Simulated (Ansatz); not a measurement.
HfSi2: computed properties

Computed with Ansatz 0.2.0, DFT r2SCAN, scalar-relativistic, plane waves, PAW.

Cutoff 500 eV; k points 10×10×10 on the computed 6-atom cell (Γ-centred); Gaussian smearing, width 0.10 eV; no spin polarisation.

The structure is relaxed at this level of theory with its symmetry kept. Whether it is the stable form of this composition wasn't checked.

```yaml
crystal:
  lattice:
    - [1.82809, -7.29381, 0.00000]
    - [1.82809, 7.29381, 0.00000]
    - [0.00000, 0.00000, 3.64227]
  atoms:
    - { symbol: Hf, position: [0.89426, 0.10574, 0.25000] }
    - { symbol: Hf, position: [0.10574, 0.89426, 0.75000] }
    - { symbol: Si, position: [0.55313, 0.44687, 0.25000] }
    - { symbol: Si, position: [0.44687, 0.55313, 0.75000] }
    - { symbol: Si, position: [0.25026, 0.74974, 0.25000] }
    - { symbol: Si, position: [0.74974, 0.25026, 0.75000] }
```

| Quantity | Value |
| --- | --- |
| Space group | Cmcm (No. 63) |
| Volume per atom | 16.19 Å³ |
| Formation energy from the elements' standard states (uncorrected) | -0.563 eV/atom |
| Generalised Kohn–Sham band gap | none (metal) |
| Density of states at the Fermi level | 1.08 states/eV per cell |
| Löwdin character within 0.5 eV of the Fermi level | Hf 5d 51 %, Si 3p 34 %, Si 3s 8 %, unprojected 5 % |
| Bulk modulus | 131 GPa |
| Its pressure derivative | 3.8 |
| Bader charges (e) | Hf (2 in the cell) 1.45, Si (2 in the cell) -0.89, Si (2 in the cell) -0.56 |

Spin-orbit coupling is left out, which matters for the bands of heavy elements.